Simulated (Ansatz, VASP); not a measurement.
**Two plane-wave programs on KF (Carobbiite)**

Contents of INCAR:

```
SYSTEM = KF
  ALGO = Normal
  EDIFF = 1E-6
  ENCUT = 520
  GGA = PS
  ISIF = 2
  ISMEAR = -1
  LASPH = .TRUE.
  LCHARG = .FALSE.
  LREAL = .FALSE.
  LWAVE = .FALSE.
  NBANDS = 15
  NELM = 80
  PREC = Accurate
  SIGMA = 0.05
```

Contents of KPOINTS:

```
k-points
0
G
  9 9 9
  0 0 0
```

The input POSCAR:

```
KF
1.0
    0.0000000000      2.6718500000      2.6718500000
    2.6718500000      0.0000000000      2.6718500000
    2.6718500000      2.6718500000      0.0000000000
K F
1 1
Direct
    0.0000000000      0.0000000000      0.0000000000
    0.5000000000      0.5000000000      0.5000000000
```

File input.yaml:

```yaml
crystal:
  lattice:
    - [0.0, 2.67185, 2.67185]
    - [2.67185, 0.0, 2.67185]
    - [2.67185, 2.67185, 0.0]
  atoms:
    - { symbol: K, position: [0.0, 0.0, 0.0] }
    - { symbol: F, position: [0.5, 0.5, 0.5] }
hamiltonian:
  xc: pbesol
  pseudopotentials: { kind: paw, source: jth, xc_functional: pbe }
kpoints:
  mp_grid: { grid: [9, 9, 9] }
scf:
  occupations: { method: fermi_dirac, width: 0.05 }
output:
  forces: true
  stress: true
  eigenvalues: true
```

Alike in both runs: task single point; functional PBEsol; k mesh 9 × 9 × 9; occupations fermi-dirac, width 0.05 eV; no spin polarisation.

|  | VASP | Ansatz |
| --- | --- | --- |
| version | VASP 6.6.1 | Ansatz 0.2.0 |
| potentials or method | VASP PAW PBE potentials, release 64 (K_sv, F) | JTH PAW |
| plane-wave cutoff (eV) | 520 | 1500 |
| valence electrons in the cell | 16 | 16 |

|  | VASP | Ansatz | Ansatz less VASP |
| --- | --- | --- | --- |
| gap on the k mesh at the Fermi level (eV) | 6.03 | 6.04 | +0.007 |
| least direct gap on the mesh (eV) | 6.03 | 6.04 | +0.007 |
| pressure (GPa) | -0.6 | -0.5 | +0.17 |

Caveats: the PAW data sets were made with another functional, which shifts forces and pressure a little (VASP); an odd mesh through Γ misses points on the zone boundary, where band edges often lie (VASP); odd divisions of the mesh miss points on the zone boundary, where band edges often lie, so the gap on the mesh can be too wide (Ansatz). A hybrid or GW would open this gap; PBEsol tends to underestimate it.
